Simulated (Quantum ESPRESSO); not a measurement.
The system is NaCl.

```
Cl Na
1.0
     0.00000    2.79406    2.79406
     2.79406    0.00000    2.79406
     2.79406    2.79406    0.00000
Cl Na
1 1
Direct
  0.50000 0.50000 0.50000
  0.00000 0.00000 0.00000
```

The cell is a database's computed one.

Base run:

| Property | Result |
| --- | --- |
| Program | Quantum ESPRESSO 7.5 |
| Functional | PBE |
| Potentials or basis | PseudoDojo 0.4.1 SR PBE standard |
| Cutoff | 1197 eV |
| Density cutoff | 4789 eV |
| k mesh | 8 × 8 × 8 |
| Occupations | fermi-dirac, width 0.05 eV |
| Spin | no spin polarisation |

Its results: band gap on the k mesh 5.22 eV, direct; pressure 1.6 GPa.

**Question.** The run is repeated on the same cell with these changes: functional from PBE to vdW-DF2. What comes out?

**Answer.** Band gap on the k mesh 5.10 eV, direct; pressure 1.7 GPa.

Caveats: the potentials were made for another functional, which shifts forces and pressure (some runs).

Not every run made on this cell is shown here.
